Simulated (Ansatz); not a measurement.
Runs of Ansatz 0.2.0 on Rb. It takes space group Im-3m (No. 229, cubic). Conventional cell: a = 5.605 Å, b = 5.605 Å, c = 5.605 Å, α = 90.00°, β = 90.00°, γ = 90.00°. 

| level | cutoff (eV) | gap on the mesh (eV) | pressure (GPa) |
| --- | --- | --- | --- |
| LDA | 420 | none | (a) |
| RPBE | 420 | none | 0.5 |
| revPBE | 420 | none | (b) |
| r2SCAN | 500 | none | 0.3 |
| BLYP | 420 | none | 0.3 |
| PBEsol | 420 | none | 0.0 |
| PBE | 420 | none | 0.2 |

Alike in all rows: task band structure; potentials or basis Ansatz PAW; no spin polarisation; cell as given; k mesh 4 × 4 × 4; smearing fermi-dirac 0.05 eV; the mesh is coarse, so values aren't converged.

**Question.** Fill in the values left out.

**Answer.** (a) -0.3; (b) 0.4.

Caveats: all runs use coarse meshes; the PAW data sets come from PBE, with cores solved anew for the run's functional, which leaves a small shift of forces and pressure (some runs).

A k mesh can miss the band edges, and the runs leave out spin-orbit coupling on Rb.

A gap of «none» marks a metal or a gap under the smearing width.
